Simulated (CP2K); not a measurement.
Crystal: BN.

```xyz
2
Lattice="4.1121 0.0000 0.0000 1.1410 2.2263 0.0000 2.9711 -0.8190 2.0702" Properties=species:S:1:pos:R:3 pbc="T T T"
N     4.4924    1.2112    0.6901
B     2.9712   -0.8189    2.0701
```

Measurements of this composition are mostly on another form, of space group No. 194.

Base run:

- Program: CP2K 2026.2
- Functional: RPBE
- Potentials or basis: POTENTIAL_UZH N GTH-PBE-q5, B GTH-PBE-q3; TZVP-MOLOPT-PBE-GTH basis
- Density cutoff: 9184 eV
- k mesh: 13 × 13 × 13
- Occupations: fermi-dirac, width 0.05 eV
- Spin: no spin polarisation

Its results: band gap on the k mesh 4.02 eV, indirect (least direct gap 4.68 eV); pressure 4.4 GPa; largest force 0.017 eV/Å.

**Question.** The run is repeated on the same cell with these changes: functional from RPBE to r2SCAN. What comes out?

**Answer.** Band gap on the k mesh 4.41 eV, indirect (least direct gap 5.31 eV); pressure 0.3 GPa; largest force 0.015 eV/Å.

r2SCAN gives the wider gap, since meta-GGAs in the generalised Kohn-Sham scheme recover part of the derivative discontinuity.

Caveats: the potentials were made for another functional, which shifts forces and pressure; an odd mesh through Γ misses points on the zone boundary, where band edges often lie; the basis of atomic orbitals isn't converged, which shifts pressures, moduli and gaps.
